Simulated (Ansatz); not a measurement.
**Nudged elastic band run: Si$_{16}$O$_{31}$**

The input (input.yaml):

```yaml
crystal:
  lattice:
    - [-5.232813, -9.063498, 0.0]
    - [7.849219, -4.531749, 0.0]
    - [0.0, 0.0, 8.539823]
  atoms:
    - { symbol: Si, position: [0.50458726, 0.66099822, 0.92636175] }
    - { symbol: Si, position: [0.49859015, 0.36811752, 0.45129291] }
    - { symbol: Si, position: [0.50463648, 0.33829696, 0.07276183] }
    - { symbol: Si, position: [0.49829387, 0.6314858, 0.54785266] }
    - { symbol: O, position: [0.62389872, 0.23054827, 0.0302945] }
    - { symbol: O, position: [0.62740008, 0.72204221, 0.49786114] }
    - { symbol: O, position: [0.53149543, 0.49963204, -0.00047192] }
    - { symbol: O, position: [0.49056604, 0.63801625, 0.73875438] }
    - { symbol: O, position: [0.4908642, 0.36131897, 0.26038881] }
    - { symbol: O, position: [0.62759487, 0.27746595, 0.50148899] }
    - { symbol: O, position: [0.62395142, 0.76866537, -0.03139264] }
    - { symbol: Si, position: [0.25591386, 0.16756957, 0.94147341] }
    - { symbol: Si, position: [0.25548308, 0.83035884, 0.43597349] }
    - { symbol: Si, position: [0.25579597, 0.83172835, 0.0577014] }
    - { symbol: Si, position: [0.25572028, 0.16927135, 0.56315742] }
    - { symbol: O, position: [0.37417516, 0.72989704, -0.00099684] }
    - { symbol: O, position: [0.3753969, 0.27527817, 0.51661008] }
    - { symbol: O, position: [0.27420405, -0.0001497, 0.4994237] }
    - { symbol: O, position: [0.27854195, -0.00034517, -0.00037075] }
    - { symbol: O, position: [0.24649047, 0.16739207, 0.75240536] }
    - { symbol: O, position: [0.24598643, 0.83182798, 0.24674317] }
    - { symbol: O, position: [0.37517573, 0.72435917, 0.48242602] }
    - { symbol: O, position: [0.37407693, 0.26948277, 0.00052433] }
    - { symbol: Si, position: [0.00247921, 0.66665172, 0.93724924] }
    - { symbol: Si, position: [-0.00235134, 0.32916637, 0.4396506] }
    - { symbol: Si, position: [0.00258969, 0.33279766, 0.06184002] }
    - { symbol: Si, position: [-0.00253081, 0.6704552, 0.55952634] }
    - { symbol: O, position: [0.12350033, 0.23078125, 0.01346401] }
    - { symbol: O, position: [0.12622063, 0.75794305, 0.50803929] }
    - { symbol: O, position: [-9.685e-05, 0.4997733, 0.49971321] }
    - { symbol: O, position: [0.02611392, 0.49963817, -0.00073246] }
    - { symbol: O, position: [-0.01289507, 0.66842218, 0.74870202] }
    - { symbol: O, position: [-0.01223436, 0.3314567, 0.25044931] }
    - { symbol: O, position: [0.12633091, 0.24170689, 0.49146295] }
    - { symbol: O, position: [0.12359706, 0.76846256, -0.01475822] }
    - { symbol: Si, position: [0.75015002, 0.1671199, 0.94198186] }
    - { symbol: Si, position: [0.74020183, 0.83035456, 0.43441065] }
    - { symbol: Si, position: [0.75004533, 0.83217201, 0.05717988] }
    - { symbol: Si, position: [0.74041291, 0.16905355, 0.56467053] }
    - { symbol: O, position: [0.8729045, 0.73051518, 0.01594367] }
    - { symbol: O, position: [0.87640147, 0.23962504, 0.51122075] }
    - { symbol: O, position: [0.72576762, -0.00028632, 0.49956062] }
    - { symbol: O, position: [0.77615596, -0.00039788, -0.00053605] }
    - { symbol: O, position: [0.7303461, 0.16659695, 0.75401769] }
    - { symbol: O, position: [0.72982967, 0.83284153, 0.24508857] }
    - { symbol: O, position: [0.87631833, 0.75981704, 0.48744027] }
    - { symbol: O, position: [0.87286101, 0.26880037, -0.01629803] }
basis:
  ecutwfc: 420.0
kpoints:
  mp_grid: { grid: [1, 1, 1] }
hamiltonian:
  xc: pbesol
  pseudopotentials: { kind: paw, azcp: { folder: soft_1 } }
scf:
  occupations: { method: gaussian, width: 0.02 }
  lower_state_search: "off"
  max_iter: 74
neb:
  images: 3
  f_tol: 0.05
  max_iterations: 40
  order_check: false
  final_atoms:
    - { symbol: Si, position: [0.49999999, 0.65450032, 0.93859086] }
    - { symbol: Si, position: [0.5, 0.33296278, 0.39483046] }
    - { symbol: Si, position: [0.5, 0.33296278, 0.10516954] }
    - { symbol: Si, position: [0.49999999, 0.65450032, 0.56140914] }
    - { symbol: O, position: [0.62620931, 0.24980829, 0.03531776] }
    - { symbol: O, position: [0.62548041, 0.747383, 0.51226569] }
    - { symbol: O, position: [0.49999999, 0.50089276, 0.03604853] }
    - { symbol: O, position: [0.49999999, 0.62478264, 0.75] }
    - { symbol: O, position: [0.49999999, 0.50089276, 0.46395147] }
    - { symbol: O, position: [0.62620931, 0.24980829, 0.46468224] }
    - { symbol: O, position: [0.62548041, 0.747383, -0.01226569] }
    - { symbol: Si, position: [0.25831937, 0.17217807, 0.93880945] }
    - { symbol: Si, position: [0.25383552, 0.83511908, 0.44003149] }
    - { symbol: Si, position: [0.25383552, 0.83511908, 0.05996851] }
    - { symbol: Si, position: [0.25831937, 0.17217807, 0.56119055] }
    - { symbol: O, position: [0.37451958, 0.747383, -0.01226569] }
    - { symbol: O, position: [0.37379069, 0.2498083, 0.46468224] }
    - { symbol: O, position: [0.25304955, -2.733e-05, 0.51215477] }
    - { symbol: O, position: [0.25304955, -2.733e-05, -0.01215477] }
    - { symbol: O, position: [0.27951112, 0.18732654, 0.75] }
    - { symbol: O, position: [0.26272512, 0.84094871, 0.25] }
    - { symbol: O, position: [0.37451958, 0.747383, 0.51226569] }
    - { symbol: O, position: [0.37379069, 0.2498083, 0.03531776] }
    - { symbol: Si, position: [-1.0e-08, 0.66783239, 0.94016997] }
    - { symbol: Si, position: [0.0, 0.32990176, 0.44007886] }
    - { symbol: Si, position: [0.0, 0.32990176, 0.05992114] }
    - { symbol: Si, position: [-1.0e-08, 0.66783239, 0.55983003] }
    - { symbol: O, position: [0.12523531, 0.2499736, -0.01150993] }
    - { symbol: O, position: [0.12473641, 0.75188146, 0.49358173] }
    - { symbol: O, position: [-1.0e-08, 0.50070907, 0.49407702] }
    - { symbol: O, position: [-1.0e-08, 0.50070907, 0.00592298] }
    - { symbol: O, position: [-1.0e-08, 0.66775423, 0.75] }
    - { symbol: O, position: [0.0, 0.31871716, 0.25] }
    - { symbol: O, position: [0.12523531, 0.2499736, 0.51150993] }
    - { symbol: O, position: [0.12473641, 0.75188146, 0.00641827] }
    - { symbol: Si, position: [0.74168063, 0.17217806, 0.93880945] }
    - { symbol: Si, position: [0.74616446, 0.83511907, 0.44003149] }
    - { symbol: Si, position: [0.74616446, 0.83511907, 0.05996851] }
    - { symbol: Si, position: [0.74168063, 0.17217806, 0.56119055] }
    - { symbol: O, position: [0.87526357, 0.75188144, 0.00641827] }
    - { symbol: O, position: [0.87476469, 0.24997359, 0.51150993] }
    - { symbol: O, position: [0.74695045, -2.734e-05, 0.51215477] }
    - { symbol: O, position: [0.74695045, -2.734e-05, -0.01215477] }
    - { symbol: O, position: [0.72048888, 0.18732653, 0.75] }
    - { symbol: O, position: [0.73727485, 0.8409487, 0.25] }
    - { symbol: O, position: [0.87526357, 0.75188144, 0.49358173] }
    - { symbol: O, position: [0.87476469, 0.24997359, -0.01150993] }
```

Launched with:

```bash
$ ansatz run input.yaml --threads 2 --pin off --max-ram 5120MiB --backend cpu --events-out ev --progress --plain --runs-dir out
```

Output, in part (warnings, iteration lines):

```
NEB end point (image 4): max|allowed force component| = 4.496e-2 eV/Å (the criterion of neb.relax_end_points is 1.000e-2)
NEB iter   1: max|band force component| = 1.711e2 eV/Å  barrier→ = 46.9915 eV  barrier← = 47.0437 eV  Δτ_max = 0.1989 Å  (56 SCF iters)
NEB iter   2: max|band force component| = 4.431e1 eV/Å  barrier→ = 12.9179 eV  barrier← = 12.9701 eV  Δτ_max = 0.1100 Å  (29 SCF iters)
NEB iter   3: max|band force component| = 2.585e1 eV/Å  barrier→ = 8.6244 eV  barrier← = 8.6765 eV  Δτ_max = 0.1382 Å  (25 SCF iters)
NEB iter   4: max|band force component| = 1.037e1 eV/Å  barrier→ = 5.5115 eV  barrier← = 5.5636 eV  Δτ_max = 0.0650 Å  (25 SCF iters)
NEB iter   5: max|band force component| = 4.529e0 eV/Å  barrier→ = 4.6307 eV  barrier← = 4.6828 eV  Δτ_max = 0.0486 Å  (25 SCF iters)
NEB iter   6: max|band force component| = 1.635e0 eV/Å  barrier→ = 4.3632 eV  barrier← = 4.4153 eV  Δτ_max = 0.0543 Å  (23 SCF iters)
NEB iter   7: max|band force component| = 1.073e0 eV/Å  barrier→ = 4.2959 eV  barrier← = 4.3480 eV  CI = image 2  Δτ_max = 0.1638 Å  (22 SCF iters)
NEB iter   8: max|band force component| = 1.270e0 eV/Å  barrier→ = 4.2786 eV  barrier← = 4.3308 eV  CI = image 2  Δτ_max = 0.0665 Å  (23 SCF iters)
NEB iter   9: max|band force component| = 5.301e-1 eV/Å  barrier→ = 4.3210 eV  barrier← = 4.3731 eV  CI = image 2  Δτ_max = 0.0291 Å  (23 SCF iters)
NEB iter  10: max|band force component| = 2.281e-1 eV/Å  barrier→ = 4.3216 eV  barrier← = 4.3737 eV  CI = image 2  Δτ_max = 0.0267 Å  (22 SCF iters)
NEB iter  11: max|band force component| = 1.156e-1 eV/Å  barrier→ = 4.3138 eV  barrier← = 4.3659 eV  CI = image 2  Δτ_max = 0.0188 Å  (22 SCF iters)
NEB iter  12: max|band force component| = 1.639e-1 eV/Å  barrier→ = 4.3078 eV  barrier← = 4.3599 eV  CI = image 2  Δτ_max = 0.0093 Å  (22 SCF iters)
NEB iter  13: max|band force component| = 9.059e-2 eV/Å  barrier→ = 4.3047 eV  barrier← = 4.3568 eV  CI = image 2  Δτ_max = 0.0185 Å  (19 SCF iters)
NEB iter  14: max|band force component| = 7.599e-2 eV/Å  barrier→ = 4.3002 eV  barrier← = 4.3523 eV  CI = image 2  Δτ_max = 0.0093 Å  (22 SCF iters)
NEB iter  15: max|band force component| = 5.235e-2 eV/Å  barrier→ = 4.2983 eV  barrier← = 4.3504 eV  CI = image 2  Δτ_max = 0.0186 Å  (19 SCF iters)
NEB iter  16: max|band force component| = 4.298e-2 eV/Å  barrier→ = 4.2954 eV  barrier← = 4.3475 eV  CI = image 2  Δτ_max = 0.0186 Å  (19 SCF iters)
NEB iter  17: max|band force component| = 7.394e-2 eV/Å  barrier→ = 4.2929 eV  barrier← = 4.3450 eV  CI = image 2  Δτ_max = 0.0186 Å  (7 SCF iters)
NEB iter  18: max|band force component| = 8.937e-2 eV/Å  barrier→ = 4.2909 eV  barrier← = 4.3430 eV  CI = image 2  Δτ_max = 0.0186 Å  (19 SCF iters)
NEB iter  19: max|band force component| = 6.034e-2 eV/Å  barrier→ = 4.2893 eV  barrier← = 4.3414 eV  CI = image 2  Δτ_max = 0.0248 Å  (19 SCF iters)
NEB iter  20: max|band force component| = 3.957e-2 eV/Å  barrier→ = 4.2870 eV  barrier← = 4.3391 eV  CI = image 2  Δτ_max = 0.0242 Å  (20 SCF iters)
NEB iter  21: max|band force component| = 5.526e-2 eV/Å  barrier→ = 4.2847 eV  barrier← = 4.3368 eV  CI = image 2  Δτ_max = 0.0289 Å  (8 SCF iters)
NEB iter  22: max|band force component| = 3.858e-2 eV/Å  barrier→ = 4.2823 eV  barrier← = 4.3344 eV  CI = image 2  Δτ_max = 0.0000 Å  (22 SCF iters)
```

The forces met the threshold. The band force fell under the threshold earlier too, but the program's further tests of the path sent the band on. Neighbouring images differ by up to 4.0 eV, so the band resolves the path poorly. The order of the stationary point at the top wasn't checked. One k-point is too few for this cell, so energies aren't converged. Limits of this set-up: coarse k mesh, PAW files made for another functional.

Final band (atoms are numbered from 1 in the order of the input):

```json
{"image": "0", "path coordinate (Å)": "0.00", "energy (eV)": "0.00", "Si2–Si4 (Å)": "2.53", "Si3–O9 (Å)": "1.62", "Si2–Si3 (Å)": "3.24"}
{"image": "1", "path coordinate (Å)": "0.86", "energy (eV)": "0.40", "Si2–Si4 (Å)": "2.56", "Si3–O9 (Å)": "1.68", "Si2–Si3 (Å)": "3.13"}
{"image": "2", "path coordinate (Å)": "1.72", "energy (eV)": "4.28", "Si2–Si4 (Å)": "2.88", "Si3–O9 (Å)": "2.40", "Si2–Si3 (Å)": "2.92"}
{"image": "3", "path coordinate (Å)": "2.65", "energy (eV)": "0.24", "Si2–Si4 (Å)": "3.16", "Si3–O9 (Å)": "3.18", "Si2–Si3 (Å)": "2.53"}
{"image": "4", "path coordinate (Å)": "3.59", "energy (eV)": "-0.05", "Si2–Si4 (Å)": "3.24", "Si3–O9 (Å)": "3.42", "Si2–Si3 (Å)": "2.47"}
```

Run time: 8.4 min on 2 threads of Arm Neoverse V1 (shared host), peak memory 1.3 GiB.
